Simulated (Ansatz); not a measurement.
PtS2 in Ansatz: the effect of functional

Crystal: PtS2.

```
Pt S
1.0
     3.58983    0.00000    0.00000
    -1.79491    3.10888    0.00000
     0.00000    0.00000    5.10511
Pt S
1 2
Direct
  0.00000 0.00000 0.00000
  0.66667 0.33333 0.77300
  0.33333 0.66667 0.22700
```

The cell isn't the ideal one: volume scaled by 1.04.

Alike in all runs:

* Program: Ansatz 0.2.0
* Task: single point
* Potentials or basis: Ansatz PAW
* k mesh: 9 × 9 × 5
* Occupations: fermi-dirac, width 0.05 eV
* Spin: no spin polarisation

One run gave: gap on the mesh 1.14 eV; pressure 2.9 GPa; largest force 0.64 eV/Å. Which functional did it use?
A. PBEsol
B. LDA
C. r2SCAN
D. PBE

C.

```tsv
functional	cutoff	gap on the mesh (eV)	pressure (GPa)	largest force (eV/Å)
LDA	420 eV (not typed: the program's choice for these potentials)	0.86	-2.3	0.24
PBE	420 eV (not typed: the program's choice for these potentials)	0.97	5.2	0.68
PBEsol	420 eV (not typed: the program's choice for these potentials)	0.91	0.3	0.38
r2SCAN	500 eV (not typed: the program's choice for these potentials)	1.14	2.9	0.64
```

Caveats: odd divisions of the mesh miss points on the zone boundary, where band edges often lie, so the gap on the mesh can be too wide; spin-orbit coupling is left out, which moves the levels of the heavy elements; the PAW data sets come from PBE, with cores solved anew for the run's functional, which leaves a small shift of forces and pressure (some runs).

A k mesh can miss the band edges.
